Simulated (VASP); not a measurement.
# CdSe (P4_2/mmc) in VASP: a series of runs

One crystal, CdSe, is run at these levels: PBE, PBEsol; tasks: relaxation of cell and atoms.

Everything below comes from runs of VASP 6.6.1. Logs are shortened: lines on timing, memory, paths and dates and some standing lists are left out, and cuts for length are marked.

**1. The crystal as given**

The structure is tetragonal, space group P4_2/mmc (No. 131). The conventional cell has a = 4.094 Å, b = 4.094 Å, c = 7.356 Å, α = 90.00°, β = 90.00°, γ = 90.00°. Cd (site symmetry mmm) has 4 Se at 2.75 Å as nearest neighbours. Se (site symmetry -4m2) is surrounded by 4 Cd at 2.75 Å.

The cell was built by a generator and needn't be a form met in nature.

**2. Relaxation of cell and atoms, PBE**

The input, INCAR:

```
ALGO = Normal
EDIFF = 1E-7
EDIFFG = -0.005
ENCUT = 600
GGA = PE
IBRION = 2
ISIF = 3
ISMEAR = 0
LASPH = T
LCHARG = F
LREAL = F
LWAVE = F
NELM = 100
NSW = 40
PREC = Accurate
SIGMA = 0.05
```

The input, KPOINTS:

```
k-points
0
Gamma
  7 7 4
```

The input, POSCAR:

```
CdSe
1.0
    4.0942900000      0.0000000000      0.0000000000
    0.0000000000      4.0942900000      0.0000000000
    0.0000000000      0.0000000000      7.3563000000
Cd Se
2 2
Direct
    0.0000000000      0.5000000000      0.0000000000
    0.5000000000      0.0000000000      0.5000000000
    0.5000000000      0.5000000000      0.2500000000
    0.5000000000      0.5000000000      0.7500000000
```

Potentials or basis: VASP PAW PBE potentials, release 64 (Cd, Se).

Command:

```console
> cat potpaw_PBE.64/Cd/POTCAR potpaw_PBE.64/Se/POTCAR > POTCAR
> mpirun -np 1 vasp_std > vasp.out
```

OUTCAR:

```text
EDIFF = 1E-7
   EDIFFG = -0.005
   ENCUT = 600
   GGA = PE
   IBRION = 2
   ISIF = 3
   ISMEAR = 0
   LASPH = T
   LREAL = F
   NELM = 100
   NSW = 40
   PREC = Accurate

 ion  position               nearest neighbor table
   1  0.000  0.500  0.000-   3 2.75   4 2.75   3 2.75   4 2.75
   2  0.500  0.000  0.500-   3 2.75   4 2.75   3 2.75   4 2.75
   3  0.500  0.500  0.250-   1 2.75   2 2.75   2 2.75   1 2.75
   4  0.500  0.500  0.750-   1 2.75   2 2.75   2 2.75   1 2.75

  LATTYP: Found a simple tetragonal cell.
 ALAT       =     4.0942900000
 C/A-ratio  =     1.7967217759

  Lattice vectors:

 A1 = (   4.0942900000,   0.0000000000,   0.0000000000)
 A2 = (   0.0000000000,   4.0942900000,   0.0000000000)
 A3 = (   0.0000000000,   0.0000000000,   7.3563000000)

Analysis of symmetry for initial positions (statically):
=====================================================================
 Subroutine PRICEL returns:
 Original cell was already a primitive cell.

 Routine SETGRP: Setting up the symmetry group for a
 simple tetragonal supercell.

 Subroutine GETGRP returns: Found 16 space group operations
 (whereof  8 operations were pure point group operations)
 out of a pool of 16 trial point group operations.

The static configuration has the point symmetry D_2h.
 The point group associated with its full space group is D_4h.

Analysis of symmetry for dynamics (positions and initial velocities):
=====================================================================
 Subroutine PRICEL returns:
 Original cell was already a primitive cell.

 Routine SETGRP: Setting up the symmetry group for a
 simple tetragonal supercell.

 Subroutine GETGRP returns: Found 16 space group operations
 (whereof  8 operations were pure point group operations)
 out of a pool of 16 trial point group operations.

The dynamic configuration has the point symmetry D_2h.
 The point group associated with its full space group is D_4h.

 Subroutine INISYM returns: Found 16 space group operations
 (whereof  8 operations are pure point group operations),
 and found     1 'primitive' translations

----------------------------------------------------------------------------------------

                                     Primitive cell

  volume of cell :     123.3152

  direct lattice vectors                    reciprocal lattice vectors
     4.094290000  0.000000000  0.000000000     0.244242592  0.000000000  0.000000000
     0.000000000  4.094290000  0.000000000     0.000000000  0.244242592  0.000000000
     0.000000000  0.000000000  7.356300000     0.000000000  0.000000000  0.135937904

[... 101 lines left out ...]
   EFERMI =   0.00;   METHOD = LEGACY
   ISMEAR =     0;   SIGMA  =   0.05  broadening in eV -4-tet -1-fermi 0-gaus
   EFERMI_NEDOS =   21; number of points for ismear=-14 and -15
   IALGO  =     38    algorithm
   IMIX   =      4    mixing-type and parameters
     AMIX     =   0.40;   BMIX     =  1.00
     AMIX_MAG =   1.60;   BMIX_MAG =  1.00
  volume/ion in A,a.u.               =      30.83       208.04
  Fermi-wavevector in a.u.,A,eV,Ry     =   1.086017  2.052275 16.047171  1.179434
  Thomas-Fermi vector in A             =   2.222144
   LORBIT       =      0    0 simple, 1 ext, 2 COOP (PROOUT), +10 PAW based schemes
   GGA     = PE    functional components
   LHFCALC =     F    Hartree Fock is set to
   AEXX    =    0.0000 exact exchange contribution
   IVDW    =     0    specifies the selected vdW correction
   LEPSILON=     F    determine dielectric tensor
   LRPA    =     F    only Hartree local field effects (RPA)
 conjugate gradient relaxation of ions
 non-spin polarized calculation
 Gauss-broadening in eV      SIGMA  =   0.05
  energy-cutoff  :      600.00
  volume of cell :      123.32
 maximum number of plane-waves:      4137
 NGX is ok and might be reduce to    36
   NGX = 17   NGY = 17   NGZ = 29

--------------------------------------- Ionic step        1  -------------------------------------------

 number of electron      35.9999991 magnetization

 Free energy of the ion-electron system (eV)
  ---------------------------------------------------
  ext. energy  EPLUGINS =         0.00000000
  ---------------------------------------------------
  free energy    TOTEN  =        -9.76408237 eV

  energy without entropy =       -9.76348775  energy(sigma->0) =       -9.76378506

------------------------ aborting loop because EDIFF is reached ----------------------------------------

  FORCE on cell =-STRESS in cart. coord.  units (eV):
  Direction    XX          YY          ZZ          XY          YZ          ZX
  --------------------------------------------------------------------------------------
  -------------------------------------------------------------------------------------
  Total        0.1425622      0.1425622      0.1948063      0.0000000      0.0000000      0.0000000
  in kB        1.8522443      1.8522443      2.5310284      0.0000000      0.0000000      0.0000000
  external PRESSURE =       2.0785057 kB  Pullay stress =       0.0000000 kB
[... 139 lines left out ...]
--------------------------------------- Ionic step        5  -------------------------------------------

 number of electron      35.9999993 magnetization

 Free energy of the ion-electron system (eV)
  ---------------------------------------------------
  ext. energy  EPLUGINS =         0.00000000
  ---------------------------------------------------
  free energy    TOTEN  =        -9.76448553 eV

  energy without entropy =       -9.76389118  energy(sigma->0) =       -9.76418836

 E-fermi :   1.3091     XC(G=0):  -8.4864

 val. band max:        1.2684047846   @ k =   0.4286   0.2857   0.0000
 cond. band min:       1.4537996309   @ k =   0.4286   0.4286   0.0000
 fundamental gap:      0.1853948464
 Fermi energy:         1.3090734027

 k-point     1 :       0.0000    0.0000    0.0000
  band No.  band energies     occupation
      1     -11.8232      2.00000
      2     -11.0273      2.00000
      3      -7.5946      2.00000
      4      -7.4301      2.00000
      5      -7.4301      2.00000
      6      -7.2630      2.00000
[... 589 lines left out ...]
     21       4.0853      0.00000
     22       5.6410      0.00000

 [... further k-points ...]

------------------------ aborting loop because EDIFF is reached ----------------------------------------

  FORCE on cell =-STRESS in cart. coord.  units (eV):
  Direction    XX          YY          ZZ          XY          YZ          ZX
  --------------------------------------------------------------------------------------
  -------------------------------------------------------------------------------------
  Total        0.0103922      0.0103922     -0.0198886      0.0000000      0.0000000      0.0000000
  in kB        0.1343331      0.1343331     -0.2570854      0.0000000      0.0000000      0.0000000
  external PRESSURE =       0.0038603 kB  Pullay stress =       0.0000000 kB
[... 19 lines left out ...]
  FREE ENERGIE OF THE ION-ELECTRON SYSTEM (eV)
  ---------------------------------------------------
  free  energy   TOTEN  =        -9.7644855286 eV

  energy  without entropy=       -9.7638911834  energy(sigma->0) =       -9.76418836

 reached required accuracy - stopping structural energy minimisation
```

OSZICAR:

```text
N       E                     dE             d eps       ncg     rms          rms(c)
DAV:   1     0.257153475701E+03    0.25715E+03   -0.18073E+04  1320   0.161E+03
DAV:   2     0.479289527106E+01   -0.25236E+03   -0.24509E+03  1496   0.356E+02
DAV:   3    -0.107951918852E+02   -0.15588E+02   -0.15478E+02  1548   0.862E+01
DAV:   4    -0.109583181877E+02   -0.16313E+00   -0.16303E+00  1440   0.863E+00
[... 40 lines left out ...]
DAV:   2    -0.976450631781E+01    0.62183E-04   -0.12026E-04  1404   0.130E-01    0.258E-02
DAV:   3    -0.976449064490E+01    0.15673E-04   -0.18606E-05  1458   0.346E-02    0.164E-02
DAV:   4    -0.976448583658E+01    0.48083E-05   -0.39764E-06  1416   0.177E-02    0.356E-03
DAV:   5    -0.976448557543E+01    0.26115E-06   -0.60375E-07  1380   0.775E-03    0.169E-03
DAV:   6    -0.976448552859E+01    0.46844E-07   -0.61776E-08   696   0.267E-03
   5 F= -.97644855E+01 E0= -.97641884E+01  d E =-.203952E-04
```

CONTCAR:

```text
CdSe
   1.00000000000000
     4.1014772876566044   -0.0000000000000000    0.0000000000000000
     0.0000000000000000    4.1014772876566044    0.0000000000000000
     0.0000000000000000    0.0000000000000000    7.3681084409428399
  Cd              Se
     2     2
Direct
     0.0000000000000000    0.5000000000000000    0.0000000000000000
     0.5000000000000000    0.0000000000000000    0.5000000000000000
     0.5000000000000000    0.5000000000000000    0.2500000000000000
     0.5000000000000000    0.5000000000000000    0.7500000000000000

  0.00000000E+00  0.00000000E+00  0.00000000E+00
  0.00000000E+00  0.00000000E+00  0.00000000E+00
  0.00000000E+00  0.00000000E+00  0.00000000E+00
  0.00000000E+00  0.00000000E+00  0.00000000E+00
```

It took 2.8 min on 1 thread of AMD EPYC 9R45 (Zen 5), shared host; peak memory 0.29 GiB.

What came out:

```yaml
Free_energy: -9.7645 eV
Relaxed_volume: 30.99 Å³/atom
Relaxed_cell: a = 4.101 Å, b = 4.101 Å, c = 7.368 Å, α = 90.00°, β = 90.00°, γ = 90.00°
Space_group_after_relaxing_to_0.05_Å: P4_2/mmc (No. 131)
Energy_gained_by_relaxing: 0.1 meV/atom
Ionic_steps: 5
Pressure_after_relaxing: 0.0 GPa
Band_gap_on_the_k_mesh: none (metal or under the smearing width)
```

The path:
```tsv
step	energy change (eV)	largest force (eV/Å)	pressure (GPa)	volume (Å³)
1	0.0000	0.0000	0.21	123.32
2	-0.0004	0.0000	-0.04	124.03
3	-0.0004	0.0000	0.01	123.90
4	-0.0004	0.0000	0.00	123.91
5	-0.0004	0.0000	0.00	123.95
```

Final structure:
```xyz
4
Lattice="4.1015 0.0000 0.0000 0.0000 4.1015 0.0000 0.0000 0.0000 7.3681" Properties=species:S:1:pos:R:3 pbc="T T T"
Cd    0.0000    2.0507    0.0000
Cd    2.0507    0.0000    3.6841
Se    2.0507    2.0507    1.8420
Se    2.0507    2.0507    5.5261
```

**3. Relaxation of cell and atoms, PBEsol**

The input, INCAR:

```
SYSTEM = CdSe
PREC = Accurate
ENCUT = 600
EDIFF = 1E-6
ISMEAR = 0
SIGMA = 0.05
LREAL = .False.
LASPH = .True.
NELM = 100
ALGO = Normal
ISIF = 3
LWAVE = .False.
LCHARG = .False.
GGA = PS
IBRION = 2
NSW = 60
EDIFFG = -0.01
```

The input, KPOINTS:

```
Automatic mesh
0
Gamma
  7 7 4
  0 0 0
```

POSCAR is that of step 2.

Potentials or basis: VASP PAW PBE potentials, release 64 (Cd, Se).

Command:

```console
> cat potpaw_PBE.64/Cd/POTCAR potpaw_PBE.64/Se/POTCAR > POTCAR
> mpirun -np 1 vasp_std > vasp.out
```

It took 3.6 min on 1 thread of AMD EPYC 9R45 (Zen 5), shared host; peak memory 0.29 GiB.

The run converged. Its results:

- Free energy: -11.0507 eV
- Relaxed volume: 29.15 Å³/atom
- Relaxed cell: a = 4.011 Å, b = 4.011 Å, c = 7.248 Å, α = 90.00°, β = 90.00°, γ = 90.00°
- Space group after relaxing (to 0.05 Å): P4_2/mmc (No. 131)
- Energy gained by relaxing: 11.0 meV/atom
- Ionic steps: 7
- Pressure after relaxing: 0.0 GPa
- Band gap on the k mesh: none (metal or under the smearing width)

The path:
```
step  energy change (eV)  largest force (eV/Å)  pressure (GPa)  volume (Å³)
   1              0.0000                0.0000           -2.10       123.32
   2             -0.0400                0.0000            0.43       116.23
   3             -0.0418                0.0000           -0.08       117.41
   4             -0.0418                0.0000           -0.02       117.29
   5             -0.0435                0.0000           -0.01       116.94
   6             -0.0440                0.0000            0.06       116.53
   7             -0.0440                0.0000            0.03       116.62
```

Final structure:
```yaml
crystal:
  lattice:
    - [4.01119, 0.00000, 0.00000]
    - [0.00000, 4.01119, 0.00000]
    - [0.00000, 0.00000, 7.24801]
  atoms:
    - { symbol: Cd, position: [0.00000, 0.50000, 0.00000] }
    - { symbol: Cd, position: [0.50000, 0.00000, 0.50000] }
    - { symbol: Se, position: [0.50000, 0.50000, 0.25000] }
    - { symbol: Se, position: [0.50000, 0.50000, 0.75000] }
```

Levels at points of the mesh, in eV from the Fermi level:
| k point | band 14 | band 15 | band 16 | band 17 | band 18 | band 19 | band 20 | band 21 | band 22 |
| --- | --- | --- | --- | --- | --- | --- | --- | --- | --- |
| (0.00, 0.00, 0.00) | -2.07 | -2.07 | -1.42 | -0.95 | -0.39 | -0.39 | 3.09 | 3.21 | 5.02 |
| (0.00, 0.00, 0.50) | -4.28 | -1.70 | -1.70 | -0.97 | -0.97 | 1.33 | 1.33 | 4.47 | 4.47 |

Caveat: the PAW data sets were made with another functional, which shifts forces and pressure a little.
